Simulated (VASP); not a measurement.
# W (Im-3m) in VASP: further runs

One crystal, W, is run at these levels: optPBE-vdW, optB86b-vdW; tasks: relaxation of cell and atoms.

All numbers are computed with VASP 6.6.1; they aren't measurements. Logs are shortened: lines on timing, memory, paths and dates and some standing lists are left out, and cuts for length are marked.

## Step 1: The crystal as given

It takes space group Im-3m (No. 229, cubic). Conventional cell: a = 3.165 Å, b = 3.165 Å, c = 3.165 Å, α = 90.00°, β = 90.00°, γ = 90.00°. W (site symmetry m-3m) has 8 W at 2.74 Å as nearest neighbours.

## Step 2: Relaxation of cell and atoms, optPBE-vdW

Contents of INCAR:

```
SYSTEM = W
PREC = Accurate
ENCUT = 600
EDIFF = 1E-7
ISMEAR = -1
SIGMA = 0.05
LREAL = .FALSE.
LASPH = .TRUE.
NELM = 60
ALGO = Normal
ISIF = 3
LWAVE = .FALSE.
LCHARG = .FALSE.
GGA = OR
LUSE_VDW = .TRUE.
AGGAC = 0.0
IBRION = 2
NSW = 60
EDIFFG = -0.005
```

Contents of KPOINTS:

```
Automatic mesh
0
G
  12 12 12
  0 0 0
```

Contents of POSCAR:

```
W
1.0
   -1.5823450000      1.5823450000      1.5823450000
    1.5823450000     -1.5823450000      1.5823450000
    1.5823450000      1.5823450000     -1.5823450000
W
1
Direct
    0.0000000000      0.0000000000      0.0000000000
```

Potentials or basis: VASP PAW PBE potentials, release 64 (W_sv).

Run with:

```sh
> cat potpaw_PBE.64/W_sv/POTCAR > POTCAR
> mpirun -np 1 vasp_std > vasp.out
```

OUTCAR:

```text
SYSTEM = W
   PREC = Accurate
   ENCUT = 600
   EDIFF = 1E-7
   ISMEAR = -1
   LREAL = .FALSE.
   LASPH = .TRUE.
   NELM = 60
   ISIF = 3
   GGA = OR
   IBRION = 2
   NSW = 60
   EDIFFG = -0.005

 ion  position               nearest neighbor table
   1  0.000  0.000  0.000-

  LATTYP: Found a body centered cubic cell.
 ALAT       =     3.1646900000

  Lattice vectors:

 A1 = (  -1.5823450000,   1.5823450000,   1.5823450000)
 A2 = (   1.5823450000,  -1.5823450000,   1.5823450000)
 A3 = (   1.5823450000,   1.5823450000,  -1.5823450000)

Analysis of symmetry for initial positions (statically):
=====================================================================
 Subroutine PRICEL returns:
 Original cell was already a primitive cell.

 Routine SETGRP: Setting up the symmetry group for a
 body centered cubic supercell.

 Subroutine GETGRP returns: Found 48 space group operations
 (whereof 48 operations were pure point group operations)
 out of a pool of 48 trial point group operations.

The static configuration has the point symmetry O_h .

Analysis of symmetry for dynamics (positions and initial velocities):
=====================================================================
 Subroutine PRICEL returns:
 Original cell was already a primitive cell.

 Routine SETGRP: Setting up the symmetry group for a
 body centered cubic supercell.

 Subroutine GETGRP returns: Found 48 space group operations
 (whereof 48 operations were pure point group operations)
 out of a pool of 48 trial point group operations.

The dynamic configuration has the point symmetry O_h .

 Subroutine INISYM returns: Found 48 space group operations
 (whereof 48 operations are pure point group operations),
 and found     1 'primitive' translations

----------------------------------------------------------------------------------------

                                     Primitive cell

  volume of cell :      15.8476

  direct lattice vectors                    reciprocal lattice vectors
    -1.582345000  1.582345000  1.582345000     0.000000000  0.315986716  0.315986716
     1.582345000 -1.582345000  1.582345000     0.315986716  0.000000000  0.315986716
     1.582345000  1.582345000 -1.582345000     0.315986716  0.315986716  0.000000000

  length of vectors
     2.740701935  2.740701935  2.740701935     0.446872699  0.446872699  0.446872699

  position of ions in fractional coordinates (direct lattice)
     0.000000000  0.000000000  0.000000000

  ion indices of the primitive-cell ions
   primitive index   ion index
                 1           1

----------------------------------------------------------------------------------------

 KPOINTS: Automatic mesh

Automatic generation of k-mesh.
 Grid dimensions read from file:
 generate k-points for:   12   12   12

 Generating k-lattice:

  Cartesian coordinates                     Fractional coordinates (reciprocal lattice)
     0.000000000  0.026332226  0.026332226     0.083333333  0.000000000  0.000000000
     0.026332226  0.000000000  0.026332226     0.000000000  0.083333333  0.000000000
     0.026332226  0.026332226  0.000000000     0.000000000  0.000000000  0.083333333

  Length of vectors
     0.037239392  0.037239392  0.037239392

  Shift w.r.t. Gamma in fractional coordinates (k-lattice)
     0.000000000  0.000000000  0.000000000

 Subroutine IBZKPT returns following result:
 ===========================================

 Found     72 irreducible k-points:

 Following reciprocal coordinates:
            Coordinates               Weight
  0.000000  0.000000  0.000000      1.000000
  0.083333  0.000000  0.000000     12.000000
  0.166667  0.000000  0.000000     12.000000
  0.250000  0.000000  0.000000     12.000000
  0.333333  0.000000  0.000000     12.000000
  0.416667  0.000000  0.000000     12.000000
[... 16 lines left out ...]
  0.333333  0.083333  0.083333     24.000000
  0.416667  0.083333  0.083333     12.000000
 [... further k-points ...]
   k-points           NKPTS =     72   k-points in BZ     NKDIM =     72   number of bands    NBANDS=     11
   number of dos      NEDOS =    301   number of ions     NIONS =      1
   total plane-waves  NPLWV =  13824
   dimension x,y,z NGX =    24 NGY =   24 NGZ =   24
   dimension x,y,z NGXF=    48 NGYF=   48 NGZF=   48
   ions per type =               1
   NGX,Y,Z   is equivalent  to a cutoff of  14.56, 14.56, 14.56 a.u.
   NGXF,Y,Z  is equivalent  to a cutoff of  29.12, 29.12, 29.12 a.u.
 SYSTEM =  W
   PREC   = accura    normal or accurate (medium, high low for compatibility)
   ISTART =      0    job   : 0-new  1-cont  2-samecut
   ICHARG =      2    charge: 1-file 2-atom 10-const
   ISPIN  =      1    spin polarized calculation?
   LNONCOLLINEAR =      F non collinear calculations
   LSORBIT =      F    spin-orbit coupling
   LASPH  =      T    aspherical Exc in radial PAW
   ENCUT  =  600.0 eV  44.10 Ry    6.64 a.u.   5.47  5.47  5.47*2*pi/ulx,y,z
   NELM   =     60;   NELMIN=  2; NELMDL= -5     # of ELM steps
   EDIFF  = 0.1E-06   stopping-criterion for ELM
   LREAL  =      F    real-space projection
   EDIFFG = -.5E-02   stopping-criterion for IOM
   NSW    =     60    number of steps for IOM
   IBRION =      2    ionic relax: 0-MD 1-quasi-New 2-CG
   NFREE  =      1    steps in history (QN), initial steepest desc. (CG)
   ISIF   =      3    stress and relaxation
   ISYM   =      2    0-nonsym 1-usesym 2-fastsym
   POTIM  = 0.5000    time-step for ionic-motion
   TEBEG  =    0.0;   TEEND  =   0.0 temperature during run
   PSTRESS=    0.0 pullay stress
   NELECT =      14.0000    total number of electrons
   NUPDOWN=      -1.0000    fix difference up-down
   EMIN   =  10.00;   EMAX   =-10.00  energy-range for DOS
   EFERMI =   0.00;   METHOD = LEGACY
   ISMEAR =    -1;   SIGMA  =   0.05  broadening in eV -4-tet -1-fermi 0-gaus
   EFERMI_NEDOS =   21; number of points for ismear=-14 and -15
   IALGO  =     38    algorithm
   IMIX   =      4    mixing-type and parameters
     AMIX     =   0.40;   BMIX     =  1.00
     AMIX_MAG =   1.60;   BMIX_MAG =  1.00
  volume/ion in A,a.u.               =      15.85       106.94
  Fermi-wavevector in a.u.,A,eV,Ry     =   1.570832  2.968442 33.572544  2.467512
  Thomas-Fermi vector in A             =   2.672506
   LORBIT       =      0    0 simple, 1 ext, 2 COOP (PROOUT), +10 PAW based schemes
   GGA     = OR    functional components
   LHFCALC =     F    Hartree Fock is set to
   AEXX    =    0.0000 exact exchange contribution
   IVDW_NL    =     1    kernel type
   BPARAM     = 6.3000
   IVDW    =     0    specifies the selected vdW correction
   LEPSILON=     F    determine dielectric tensor
   LRPA    =     F    only Hartree local field effects (RPA)
 conjugate gradient relaxation of ions
 non-spin polarized calculation
  energy-cutoff  :      600.00
  volume of cell :       15.85
 maximum number of plane-waves:       543
 NGX is ok and might be reduce to    24
   NGX = 11   NGY = 11   NGZ = 11

--------------------------------------- Ionic step        1  -------------------------------------------

 number of electron      14.0000002 magnetization

 Free energy of the ion-electron system (eV)
  ---------------------------------------------------
  ext. energy  EPLUGINS =         0.00000000
  ---------------------------------------------------
  free energy    TOTEN  =        -9.43131545 eV

  energy without entropy =       -9.42614620  energy(sigma->0) =       -9.42873083

------------------------ aborting loop because EDIFF is reached ----------------------------------------

  FORCE on cell =-STRESS in cart. coord.  units (eV):
  Direction    XX          YY          ZZ          XY          YZ          ZX
  --------------------------------------------------------------------------------------
  -------------------------------------------------------------------------------------
  Total        0.8027117      0.8027117      0.8027117      0.0000000      0.0000000     -0.0000000
  in kB       81.1533843     81.1533843     81.1533843      0.0000000      0.0000000     -0.0000000
  external PRESSURE =      81.1533843 kB  Pullay stress =       0.0000000 kB
[... 22 lines left out ...]
Total vdW correction in eV:      1.6025473

--------------------------------------- Ionic step        2  -------------------------------------------

 number of electron      14.0000002 magnetization

 E-fermi :   9.7190     XC(G=0): -12.9690

 val. band max:        9.6188825185   @ k =   0.0833   0.0833   0.0000
 cond. band min:       9.7435059992   @ k =  -0.2500   0.3333   0.1667
 fundamental gap:      0.1246234807
 Fermi energy:         9.7189590057

 k-point     1 :       0.0000    0.0000    0.0000
  band No.  band energies     occupation
      1     -64.5448      2.00000
      2     -28.2372      2.00000
      3     -28.2372      2.00000
      4     -28.2372      2.00000
      5       0.9149      2.00000
      6       8.7533      2.00000
      7       8.7533      2.00000
      8       8.7533      2.00000
      9      11.8229      0.00000
     10      11.8229      0.00000
     11      24.1810      0.00000
[... 393 lines left out ...]
Total vdW correction in eV:      1.6247773

--------------------------------------- Ionic step        4  -------------------------------------------

 number of electron      14.0000002 magnetization

 Free energy of the ion-electron system (eV)
  ---------------------------------------------------
  ext. energy  EPLUGINS =         0.00000000
  ---------------------------------------------------
  free energy    TOTEN  =        -9.44162489 eV

  energy without entropy =       -9.43652881  energy(sigma->0) =       -9.43907685

 E-fermi :  10.9680     XC(G=0): -13.4519

 val. band max:       10.9584787324   @ k =  -0.1667   0.1667   0.0833
 cond. band min:      11.0057685586   @ k =  -0.1667   0.1667   0.1667
 fundamental gap:      0.0472898262
 Fermi energy:        10.9679654663

 k-point     1 :       0.0000    0.0000    0.0000
  band No.  band energies     occupation
      1     -63.2012      2.00000
      2     -26.7943      2.00000
      3     -26.7943      2.00000
      4     -26.7943      2.00000
      5       1.6308      2.00000
      6       9.8414      2.00000
      7       9.8414      2.00000
      8       9.8414      2.00000
      9      13.2460      0.00000
     10      13.2460      0.00000
     11      25.6046      0.00000
[... 350 lines left out ...]
  FREE ENERGIE OF THE ION-ELECTRON SYSTEM (eV)
  ---------------------------------------------------
  free  energy   TOTEN  =        -9.4416248911 eV

  energy  without entropy=       -9.4365288150  energy(sigma->0) =       -9.43907685

Total vdW correction in eV:      1.6240122

 reached required accuracy - stopping structural energy minimisation
```

It took 57 s on 1 thread of AMD EPYC 9R45 (Zen 5), shared host; peak memory 0.24 GiB.

Results:

```
Free energy                            : -9.4416 eV
Relaxed volume                         : 16.26 Å³/atom
Relaxed cell                           : a = 2.765 Å, b = 2.765 Å, c = 2.765 Å, α = 109.47°, β = 109.47°, γ = 109.47°
Space group after relaxing (to 0.05 Å) : Im-3m (No. 229)
Energy gained by relaxing              : 10.3 meV/atom
Ionic steps                            : 4
Pressure after relaxing                : 0.0 GPa
Band gap on the k mesh                 : none (metal or under the smearing width)
```

The path:
```csv
step,energy change (eV),largest force (eV/Å),pressure (GPa),volume (Å³)
1,0.0000,0.0000,8.12,15.85
2,0.0995,0.0000,-21.78,17.76
3,-0.0103,0.0000,-0.28,16.28
4,-0.0103,0.0000,-0.01,16.26
```

Final structure:
```
W
1.0
    -1.59611    1.59611    1.59611
     1.59611   -1.59611    1.59611
     1.59611    1.59611   -1.59611
W
1
Direct
  0.00000 0.00000 0.00000
```

Levels at points of the mesh, in eV from the Fermi level:
```tsv
k point	band 5	band 6	band 7	band 8	band 9	band 10
(0.00, 0.00, 0.00)	-9.34	-1.13	-1.13	-1.13	2.28	2.28
(0.50, 0.00, 0.00)	-5.99	-3.37	0.78	2.14	3.08	5.95
(0.50, 0.50, 0.50)	-5.50	-5.50	5.02	5.02	5.02	8.20
```

Caveat: the PAW data sets were made with another functional, which shifts forces and pressure a little. Zero-point motion and thermal expansion aren't in these numbers.

(Continued in part 2 of 2.)
